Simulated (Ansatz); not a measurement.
Crystal: PtSe2 (Sudovikovite).

```
CELL_PARAMETERS angstrom
3.72400 0.00000 0.00000
-1.86200 3.22508 0.00000
0.00000 0.00000 5.06200
ATOMIC_POSITIONS crystal
Pt 0.00000 0.00000 0.00000
Se 0.66667 0.33333 0.75000
Se 0.33333 0.66667 0.25000
```

Base run:

- Program: Ansatz 0.2.0
- Functional: PBEsol
- Potentials or basis: all-electron LAPW, scalar-relativistic
- Cutoff: 292 eV (chosen from the basis error)
- Basis error allowed: 0.002 eV/atom
- k mesh: 8 × 8 × 5
- Occupations: fermi-dirac, width 0.05 eV
- Spin: no spin polarisation

Its results: band gap on the k mesh none (metal or under the smearing width); pressure 2.1 GPa; largest force 0.337 eV/Å.

**Question.** The run is repeated on the same cell with these changes: hubbard terms from none to Pt d U = 8 eV. What comes out?

**Answer.** Band gap on the k mesh none (metal or under the smearing width); pressure 2.9 GPa; largest force 0.559 eV/Å.

Caveats: U is the effective U less J, on atomic orbitals that reach past the spheres (some runs); U without spin polarisation on a metal has little footing (some runs).
